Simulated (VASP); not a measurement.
# Na2S: density of states with PBE

Na2S:

```xyz
3
Lattice="0.0000 3.3723 3.3723 3.3723 0.0000 3.3723 3.3723 3.3723 0.0000" Properties=species:S:1:pos:R:3 pbc="T T T"
Na    1.6861    1.6861    1.6861
Na    5.0584    5.0584    5.0584
S     0.0000    0.0000    0.0000
```

The cell was built by a generator and needn't be a form met in nature.

```yaml
Program: VASP 6.6.1
Task: density of states
Functional: PBE
Potentials_or_basis: VASP PAW PBE potentials, release 64 (Na_pv, S)
Cutoff: 520 eV
k_mesh: 7 × 7 × 7
Occupations: fermi-dirac, width 0.0255 eV
Spin: no spin polarisation
Dipole_correction: no
k_mesh_for_the_DOS: 11 × 11 × 11
Occupations_for_the_DOS: tetrahedron
Further_INCAR_settings: ALGO = Fast; EDIFF = 1e-06; NBANDS = 17
```

```json
{
  "Valence electrons inside the program's atomic spheres": "Na 6.04; S 3.71"
}
```

Levels at points of the mesh, in eV from the valence-band top:
| k point | band 7 | band 8 | band 9 | band 10 | band 11 | band 12 | band 13 | band 14 |
| --- | --- | --- | --- | --- | --- | --- | --- | --- |
| (0.00, 0.00, 0.00) | -10.03 | 0.00 | 0.00 | 0.00 | 2.20 | 7.43 | 7.43 | 7.43 |

States per cell in windows of 0.5 eV (zero at the valence-band top; states under -8 eV left out):
```
from (eV)  total  S3_p  Na1_s  Na2_s  Na1_p  Na2_p  S3_s
     -8.0   0.00  0.00   0.00   0.00   0.00   0.00  0.00
     -7.5   0.00  0.00   0.00   0.00   0.00   0.00  0.00
     -7.0   0.00  0.00   0.00   0.00   0.00   0.00  0.00
     -6.5   0.00  0.00   0.00   0.00   0.00   0.00  0.00
     -6.0   0.00  0.00   0.00   0.00   0.00   0.00  0.00
     -5.5   0.00  0.00   0.00   0.00   0.00   0.00  0.00
     -5.0   0.00  0.00   0.00   0.00   0.00   0.00  0.00
     -4.5   0.00  0.00   0.00   0.00   0.00   0.00  0.00
     -4.0   0.00  0.00   0.00   0.00   0.00   0.00  0.00
     -3.5   0.00  0.00   0.00   0.00   0.00   0.00  0.00
     -3.0   0.00  0.00   0.00   0.00   0.00   0.00  0.00
     -2.5   0.00  0.00   0.00   0.00   0.00   0.00  0.00
     -2.0   0.00  0.00   0.00   0.00   0.00   0.00  0.00
     -1.5   1.71  0.57   0.04   0.04   0.01   0.01  0.00
     -1.0   1.19  0.46   0.01   0.01   0.01   0.01  0.00
     -0.5   3.05  1.35   0.00   0.00   0.02   0.02  0.00
      0.0   0.00  0.00   0.00   0.00   0.00   0.00  0.00
      0.5   0.00  0.00   0.00   0.00   0.00   0.00  0.00
      1.0   0.00  0.00   0.00   0.00   0.00   0.00  0.00
      1.5   0.00  0.00   0.00   0.00   0.00   0.00  0.00
      2.0   0.01  0.00   0.00   0.00   0.00   0.00  0.00
      2.5   0.04  0.00   0.00   0.00   0.00   0.00  0.00
      3.0   0.10  0.01   0.01   0.01   0.00   0.00  0.01
      3.5   0.27  0.03   0.01   0.01   0.00   0.00  0.02
      4.0   0.63  0.05   0.02   0.02   0.01   0.01  0.03
      4.5   0.87  0.07   0.02   0.02   0.01   0.01  0.03
      5.0   0.10  0.01   0.00   0.00   0.00   0.00  0.00
      5.5   0.83  0.07   0.04   0.04   0.01   0.01  0.01
      6.0   0.84  0.06   0.06   0.06   0.01   0.01  0.01
      6.5   1.97  0.19   0.12   0.12   0.04   0.04  0.01
      7.0   0.92  0.06   0.02   0.02   0.03   0.03  0.00
      7.5   1.21  0.07   0.01   0.01   0.05   0.05  0.00
```

It took 32 s on 1 thread of Intel(R) Xeon(R) 6975P-C (Granite Rapids) (shared host), peak memory 0.21 GiB.
